**Question**

Rutile SnO₂ is squeezed and stretched in a calculation that lets the cell shape and the atoms relax at each volume.

Rutile SnO2 (P4_2/mnm, 6 atoms in the cell), with cell shape and atoms relaxed at each fixed volume and the symmetry kept. Ansatz 0.2.0, plane-wave PAW, scalar-relativistic, r2SCAN, no spin polarisation, cutoff 500 eV, Gamma-centred 6×6×8 k mesh. Energies count from the minimum of a third-order Birch-Murnaghan fit; positive pressure means compression.

| volume per atom (Å³/atom) | energy over minimum (meV/atom) | pressure (GPa) | band gap on mesh (eV) |
| --- | --- | --- | --- |
| 11.362 | 31.3 | 14.70 | 2.484 |
| 11.724 | 7.3 | 6.69 | 2.110 |
| 12.087 | 0.0 | 0.00 | 1.768 |
| 12.449 | 6.5 | -5.55 | 1.460 |
| 12.812 | 24.4 | -10.09 | 1.189 |

(a) How does the band gap respond to compression, and what in the bonding accounts for it?

(b) Use the two rows next to the energy minimum to estimate the gap at the highest pressure. Why does the estimate miss?

(c) What does the energy curve have to do with the answer to (b)?

**Model answer**

(a) The gap widens at every step of compression. Around the minimum, a volume reduction of 1 % adds about 0.11 eV. On the k mesh the gap is direct and sits at the centre of the Brillouin zone in all five rows, so the trend doesn't come from a band edge moving to another point of the zone.

The explanation rests on the known chemistry of these two states. The lowest empty state is mainly Sn 5s, mixed with oxygen orbitals in an antibonding way. At the zone centre the main partner is expected to be the deep O 2s level: each oxygen has three tin neighbours spread almost evenly in a plane around it, so their couplings to O 2p largely cancel. The highest filled state is O 2p, largely non-bonding towards Sn 5s. Shorter bonds make tin and oxygen orbitals overlap more, which pushes the antibonding state up, while the non-bonding state feels little of this push. The O 2p state is expected to rise as well, because the oxygen atoms approach one another, but by less, so the distance between the two states grows.

A two-level model shows how such a push depends on the bond length. Let a tin and an oxygen level lie $\Delta$ apart and be coupled by $t$. The upper one then rises by

$$\sqrt{(\Delta/2)^2+t^2}-\Delta/2 .$$

If the coupling is weak, this becomes $t^2/\Delta$; if it is strong, it approaches $t$. The usual estimate for such couplings is $t\propto d^{-2}$, with $d$ the bond length, so the push grows as $d^{-4}$ in the weak limit and as $d^{-2}$ in the strong one. In both limits the gap opens on compression, and each further per cent of compression adds more than the one before.

(b) From 12.449 to 11.724 Å³ per atom the pressure rises by $6.69+5.55=12.24$ GPa and the gap by $2.110-1.460=0.650$ eV. That is 0.053 eV per GPa. At 14.70 GPa the gap should therefore be $1.768+0.053\times14.70\approx2.55$ eV. The computed value, which played no part in the estimate, is 2.48 eV.

The estimate is too high because a gigapascal buys less and less compression. The gap gained per GPa equals the gap gained per unit of relative compression, divided by the bulk modulus, which measures the resistance to compression. From the most stretched interval to the most compressed one, the first quantity grows by 26 %, but the bulk modulus grows by 62 %. The stiffening wins, and the gain per GPa falls from 60 to 47 meV.

(c) The energy curve shows the same stiffening. A crystal of constant stiffness, meaning one whose pressure is strictly proportional to the lost volume, would pay 27.7 meV per atom for a volume change of 6 % in either direction. The calculation gives 31.3 meV for compression and 24.4 meV for expansion. If the bulk modulus is allowed to rise with pressure as the pressure column demands, the estimates become 31.2 and 24.2 meV. This agreement is no independent test, because pressure is the slope of the energy curve; it shows that the two columns tell the same story. The usual explanation for the stiffening is the repulsion between the filled shells of neighbouring ions, which climbs steeply as they approach.

**Remarks on the reasoning**

*What is shown and what is argued.* The table shows that the gap opens; it does not show which band edge moves. Energies of single states at different volumes have no common zero, and the orbital make-up of the states was not computed. The antibonding push is thus an argument from established chemistry that agrees with the sign of the trend. The same question serves for a related oxide: is its lowest empty state more strongly antibonding between metal and oxygen than its highest filled state?

*Where the two-level model fails.* The model gets the direction right but bends too little. With the bond length taken as the cube root of the volume, the weak limit makes the gap 13 % steeper in the most compressed interval than in the most stretched one, and the strong limit only 6 %, against the computed 26 %. The crystal doesn't shrink evenly, since the edge $a$ contracts by 4.8 % over the scan and $c$ by 2.1 %. Moreover, $c$ gives way faster as the compression grows (0.013 Å in the most stretched interval, 0.020 Å in the most compressed one), while $a$ loses 0.059 Å in every interval; how this carries over to the bond lengths depends on the oxygen position, which was not used here. The model also assumes a distance law for the coupling and keeps $\Delta$ fixed. These runs can't decide whether one of these simplifications is to blame or the reduction of whole bands to two levels.

*A good fit can mislead.* The $d^{-4}$ law, fitted to the gaps of all five rows, follows them to about 0.01 eV, as the output below shows. Yet its constant term, which should be the gap without coupling, comes out at about −6 eV, and the push itself at about 8 eV, several times the gap. If the oxygen partner were the 2p level at the top of the filled states, the constant would have to be positive. The push could then not exceed the gap, and the gap could gain at most $\tfrac43\times1.768\approx2.4$ eV per unit of relative compression, against the computed 10.83 eV. With O 2s as the partner a negative constant is allowed, since the uncoupled Sn 5s level is expected to lie somewhat below O 2p, but nothing in these runs fixes its size. The fit is a handy interpolation and no measurement of the coupling.

*Use in practice.* The gap at zero pressure, 1.77 eV, is about half the measured one (roughly 3.6 eV, a recalled value), a known weakness of such functionals. The change with pressure is usually more dependable than the gap itself, though these runs don't test it against experiment. The row at 14.70 GPa needs care, because real SnO₂ is reported to distort away from the rutile structure at roughly such pressures (also recalled) and the calculation held the symmetry fixed. The two rows at negative pressure describe a crystal pulled apart, not a heated one, in which atomic vibrations would also shift the gap.

Numerical output:

```
Slopes between each row and the more compressed row before it:
     row  gap per log compression (eV)  bulk modulus (GPa)  gap per pressure (meV/GPa)
  11.724                         11.92               255.4                       46.69
  12.087                         11.22               219.4                       51.12
  12.449                         10.44               188.1                        55.5
  12.812                         9.429                 158                       59.69
Gap gained on 6 % compression (eV): 0.716
Gap lost on 6 % expansion (eV): 0.579
Gap per log compression around the minimum (eV): 10.83
Bulk modulus around the minimum from pressures (GPa): 204
Gap per pressure around the minimum (meV/GPa): 53.1
Gap slope per log compression, most compressed over most expanded interval: 1.265
Same ratio if the shift goes as d^-2: 1.062
Same ratio if the shift goes as d^-4: 1.128
Bulk modulus, most compressed over most expanded interval: 1.617
fit of band_gap_on_mesh on 5 rows: constant -6.298 +/- 0.1, coefficient of w4 8.077 +/- 0.1; rms 0.00989, worst 12.812 -0.0133, leave-one-out rms 0.0204
Pressure derivative of the bulk modulus from pressures: 5.262
Energy over minimum (meV/atom):
     row  computed  constant stiffness  with stiffening
  11.362      31.3               27.68            31.15
  11.724       7.3                6.94            7.375
  12.087         0                   0                0
  12.449       6.5               6.902             6.47
  12.812      24.4               27.68            24.22
Shrinkage of edge a over the whole scan (%): 4.838
Shrinkage of edge c over the whole scan (%): 2.074
```
